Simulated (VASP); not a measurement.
Crystal: CdTe.

```xyz
2
Lattice="0.0000 3.2821 3.2821 3.2821 0.0000 3.2821 3.2821 3.2821 0.0000" Properties=species:S:1:pos:R:3 pbc="T T T"
Cd    0.0000    0.0000    0.0000
Te    4.9232    4.9232    4.9232
```

The cell is a database's computed one.

```yaml
Program: VASP 6.6.1
Task: relaxation of cell and atoms
Functional: PBEsol
Potentials_or_basis: VASP PAW PBE potentials, release 64 (Cd, Te)
Cutoff: 600 eV
k_mesh: 10 × 10 × 10
Occupations: gaussian, width 0.02 eV
Spin: no spin polarisation
```

At the start: pressure -1.2 GPa; volume 35.36 Å³/atom.

Task: How do energy, volume and symmetry change on relaxing?

Result: Over 3 steps the energy falls by 4.3 meV/atom and the volume is 34.25 Å³/atom (-3.1 %); space group F-43m (No. 216, to 0.05 Å).

The path:
```csv
step,energy change (eV),largest force (eV/Å),pressure (GPa),volume (Å³)
1,0.0000,0.0000,-1.21,70.71
2,-0.0081,0.0000,0.31,68.02
3,-0.0086,0.0000,0.01,68.51
```

Final structure:
```yaml
crystal:
  lattice:
    - [0.00000, 3.24767, 3.24767]
    - [3.24767, 0.00000, 3.24767]
    - [3.24767, 3.24767, 0.00000]
  atoms:
    - { symbol: Cd, position: [0.00000, 0.00000, 0.00000] }
    - { symbol: Te, position: [0.75000, 0.75000, 0.75000] }
```

Caveat: the PAW data sets were made with another functional, which shifts forces and pressure a little.
